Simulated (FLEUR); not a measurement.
Input of a FLEUR MaX-R8.1 (later development tree) run:

inp.xml

```xml
<?xml version="1.0" encoding="UTF-8" standalone="no"?>
<fleurInput fleurInputVersion="0.39">
   <comment>
      GaP                                                                                                 
   </comment>
   <calculationSetup>
      <cutoffs Kmax="5.21" Gmax="16.2" GmaxXC="16.2" numbands="0"/>
      <scfLoop itmax="60" minDistance="0.00001" maxIterBroyd="15" imix="Anderson" alpha="0.05" precondParam="0.0" spinf="2.0" sdNocoIR="T"/>
      <coreElectrons ctail="T" frcor="F" kcrel="0" coretail_lmax="0"/>
      <xcFunctional name="PBEs" relativisticCorrections="F"/>
      <magnetism jspins="1"/>
      <soc l_soc="F" theta="0.0" phi="0.0" spav="F"/>
      <expertModes spex="0" secvar="F"/>
      <geometryOptimization l_f="F" forcealpha="1.0" forcemix="BFGS" epsdisp="0.00001" epsforce="0.00001"/>
      <ldaU l_linMix="F" mixParam="0.05" spinf="1.0"/>
   </calculationSetup>
   <cell>
      <bzIntegration valenceElectrons="32.0" mode="hist" fermiSmearingEnergy="0.00183747">
         <kPointListSelection listName="default-1"/>
         <!-- k-points included here -->
         <xi:include xmlns:xi="http://www.w3.org/2001/XInclude" href="kpts.xml"> </xi:include>
      </bzIntegration>
      <!-- symmetry operations included here -->
      <xi:include xmlns:xi="http://www.w3.org/2001/XInclude" href="sym.xml"> </xi:include>
      <bulkLattice scale="1.0">
         <bravaisMatrix>
            <row-1>    0.0000000000000000     5.1499761210661497     5.1499761210661497</row-1>
            <row-2>    5.1499761210661497     0.0000000000000000     5.1499761210661497</row-2>
            <row-3>    5.1499761210661497     5.1499761210661497     0.0000000000000000</row-3>
         </bravaisMatrix>
      </bulkLattice>
   </cell>
   <atomSpecies>
      <species name="Gallium (Ga)" element="Ga" atomicNumber="31">
         <mtSphere radius="2.13" gridPoints="725" logIncrement="0.017"/>
         <atomicCutoffs lmax="9" lnonsphr="9"/>
         <electronConfig flipSpins="F">
            <coreConfig>(1s1/2) (2s1/2) (2p1/2) (2p3/2)</coreConfig>
            <valenceConfig>(3s1/2) (3p1/2) (3p3/2) (4s1/2) (3d3/2) (3d5/2) (4p1/2) (4p3/2)</valenceConfig>
            <stateOccupation state="(4p1/2)" spinUp="0.166667" spinDown="0.166667"/>
            <stateOccupation state="(4p3/2)" spinUp="0.333333" spinDown="0.333333"/>
         </electronConfig>
         <energyParameters s="4" p="4" d="3" f="4"/>
         <lo type="SCLO" l="0" n="3" eDeriv="0"/>
         <lo type="SCLO" l="1" n="3" eDeriv="0"/>
         <lo type="SCLO" l="1" n="3" eDeriv="1"/>
         <lo type="HELO" l="2" n="4" eDeriv="0"/>
         <lo type="HELO" l="2" n="4" eDeriv="1"/>
         <lo type="SCLO" l="3" n="4" eDeriv="2"/>
      </species>
      <species name="Phosphorous (P)" element="P" atomicNumber="15">
         <mtSphere radius="1.88" gridPoints="641" logIncrement="0.018"/>
         <atomicCutoffs lmax="8" lnonsphr="8"/>
         <electronConfig flipSpins="F">
            <coreConfig>(1s1/2) (2s1/2)</coreConfig>
            <valenceConfig>(2p1/2) (2p3/2) (3s1/2) (3p1/2) (3p3/2)</valenceConfig>
            <stateOccupation state="(3p1/2)" spinUp="0.500000" spinDown="0.500000"/>
            <stateOccupation state="(3p3/2)" spinUp="1.000000" spinDown="1.000000"/>
         </electronConfig>
         <energyParameters s="3" p="3" d="3" f="4"/>
         <lo type="SCLO" l="1" n="2" eDeriv="0"/>
         <lo type="SCLO" l="0" n="3" eDeriv="2"/>
         <lo type="SCLO" l="2" n="3" eDeriv="2"/>
         <lo type="SCLO" l="3" n="4" eDeriv="2"/>
      </species>
   </atomSpecies>
   <atomGroups>
      <atomGroup species="Gallium (Ga)">
         <relPos label="                   1">.0000000000 .0000000000 .0000000000</relPos>
         <force calculate="T" relaxXYZ="TTT"/>
      </atomGroup>
      <atomGroup species="Phosphorous (P)">
         <relPos label="                   2">-1.000/4.000 -1.000/4.000 -1.000/4.000</relPos>
         <force calculate="T" relaxXYZ="TTT"/>
      </atomGroup>
   </atomGroups>
   <output dos="F" band="F" slice="F">
      <checks vchk="F" cdinf="F"/>
      <bandDOS minEnergy="-.5*Htr" maxEnergy="0.5*Htr" sigma="0.015" storeEVData="T"/>
      <vacuumDOS vacdos="F" integ="F" star="F" nstars="0" locx1="0.0" locy1="0.0" locx2="0.0" locy2="0.0" nstm="0" tworkf="0.0"/>
      <unfoldingBand unfoldBand="F" supercellX="1" supercellY="1" supercellZ="1"/>
      <plotting iplot="0" polar="F">
         <plot TwoD="T" vec1="  1.0  0.0  0.0" vec2="  0.0  1.0  0.0" vec3="  0.0  0.0  1.0" zero="  0.0  0.0  0.0" file="plot"/>
      </plotting>
      <chargeDensitySlicing numkpt="0" minEigenval="0.0" maxEigenval="0.0" nnne="0" pallst="F"/>
      <specialOutput eonly="F"/>
      <moessbauerParams electricFieldGradient="T" isomerShift="T" coreHyperfine="T" valenceHyperfine="T"/>
      <magneticCircularDichroism mcd="F" energyLo="-10.0" energyUp="0.0"/>
   </output>
  <!-- We include the file relax.xml here to enable relaxations (see documentation) -->
  <xi:include xmlns:xi="http://www.w3.org/2001/XInclude" href="relax.xml"> <xi:fallback/> </xi:include>
</fleurInput>
```

crystal.txt

```
GaP
&input cartesian=F /
0.0000000000  2.7252500000  2.7252500000
2.7252500000  0.0000000000  2.7252500000
2.7252500000  2.7252500000  0.0000000000
1.8897261246
1.0 1.0 1.0

2
31 0.0000000000  0.0000000000  0.0000000000
15 0.7500000000  0.7500000000  0.7500000000

&kpt div1=8 div2=8 div3=8 gamma=T /
```

Potentials or basis: all-electron, FLAPW.

Launch:

```console
$ inpgen -f crystal.txt -profile fastHighL
$ # inp.xml edited to the form shown
$ fleur_MPI
```

Question: Estimate the band gap on the k mesh.

Answer: 1.52 eV, indirect (least direct gap 1.75 eV).

Core levels (eV from the Fermi level):
```tsv
atom	levels
1 Ga	1s1/2 -10213.7, 2s1/2 -1256.0, 2p1/2 -1111.7, 2p3/2 -1084.1
2 P	1s1/2 -2073.8, 2s1/2 -167.4
```

**Measured values to compare with.**

“Stacking defects in GaP nanowires: Electronic structure and optical properties”, 2018, arxiv:1810.01194 quotes, for a bulk crystal of GaP at 10 K: band gap 2.34 eV (indirect).

Measured gap of GaP: 2.34 eV (indirect; 10 K; quoted in “Stacking defects in GaP nanowires: Electronic structure and optical properties”, 2018, arxiv:1810.01194). This calculation gives 1.52 eV (-0.82 eV). Spin-orbit coupling on Ga is left out. The value is that of PBEsol on a finite k mesh, which can miss the band edges, without temperature or zero-point motion. Semilocal functionals fall short of measured gaps as a rule.
